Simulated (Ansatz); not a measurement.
Wanted: the native input for an Ansatz 0.2.0 run.

```
Task                : relaxation of cell and atoms
Functional          : revPBE
Dispersion          : D3(BJ)
Potentials or basis : Ansatz PAW
Cutoff              : 420 eV (not typed: the program's choice for these potentials)
k mesh              : 8 × 8 × 8
Occupations         : fermi-dirac, width 0.05 eV
Spin                : no spin polarisation
```

The system is CdS.

```
CELL_PARAMETERS angstrom
0.00000 2.75324 2.75324
2.75324 0.00000 2.75324
2.75324 2.75324 0.00000
ATOMIC_POSITIONS crystal
Cd 0.00000 0.00000 0.00000
S 0.50000 0.50000 0.50000
```

Measurements of this composition are mostly on another form, of space group No. 186.

One way to write it, as run:

input.yaml

```yaml
crystal:
  lattice:
    - [0.0, 2.753244, 2.753244]
    - [2.753244, 0.0, 2.753244]
    - [2.753244, 2.753244, 0.0]
  atoms:
    - { symbol: Cd, position: [0.0, 0.0, 0.0] }
    - { symbol: S, position: [0.5, 0.5, 0.5] }
hamiltonian:
  xc: revpbe
  pseudopotentials: { kind: paw }
  dispersion: d3bj
kpoints:
  mp_grid: { grid: [8, 8, 8] }
scf:
  occupations: { method: fermi_dirac, width: 0.05 }
output:
  forces: true
  stress: true
  eigenvalues: true
relax:
  f_tol: 0.01
  max_steps: 40
  cell: { stress_tol: 0.05 }
```

Potentials or basis: Ansatz PAW.

Launch:

```bash
$ ansatz run input.yaml --threads 2 --pin off --max-ram 5632MiB --backend cpu --events-out ev --progress --plain --runs-dir out
```

Results of the run:

```yaml
Relaxed_volume: 19.65 Å³/atom
Relaxed_cell: a = 3.816 Å, b = 3.816 Å, c = 3.816 Å, α = 60.00°, β = 60.00°, γ = 60.00°
Space_group_after_relaxing_to_0.05_Å: Fm-3m (No. 225)
Energy_gained_by_relaxing: 17.4 meV/atom
Ionic_steps: 5
Pressure_after_relaxing: 0.0 GPa
Band_gap_on_the_k_mesh: 0.34 eV, indirect (least direct gap 2.06 eV)
```

Caveat: the plane-wave basis is chosen anew once the cell has moved, so the energies of steps on either side of that aren't comparable; the PAW data sets come from PBE, with cores solved anew for the run's functional, which leaves a small shift of forces and pressure.

It took 3.8 s on 2 threads of Arm Neoverse V1 (shared host), peak memory 0.31 GiB.
